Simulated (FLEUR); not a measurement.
The system is C.

```
C
1.0
     2.52210    0.00000    0.00000
    -1.26105    2.18420    0.00000
     0.00000    0.00000   12.35570
C
12
Direct
  0.66667 0.33333 0.35417
  0.33333 0.66667 0.85417
  0.66667 0.33333 0.14583
  0.33333 0.66667 0.64583
  0.66667 0.33333 0.47917
  0.33333 0.66667 0.97917
  0.66667 0.33333 0.02083
  0.33333 0.66667 0.52083
  0.00000 0.00000 0.81250
  0.00000 0.00000 0.31250
  0.00000 0.00000 0.68750
  0.00000 0.00000 0.18750
```

This is a hexagonal form of diamond, not graphite.

Base run:

```yaml
Program: FLEUR MaX-R8.1 (later development tree)
Functional: PW91
Potentials_or_basis: all-electron
Basis: FLAPW
Kmax: 5.33 1/bohr
k_mesh: 12 × 12 × 3
Occupations: fermi-dirac, width 0.05 eV
Spin: no spin polarisation
```

Its results: band gap on the k mesh 4.43 eV, indirect (least direct gap 5.34 eV).

Question: The run is repeated on the same cell with these changes: functional from PW91 to LDA (Moruzzi-Janak-Williams). What comes out?

Answer: Band gap on the k mesh 4.35 eV, indirect (least direct gap 5.25 eV).
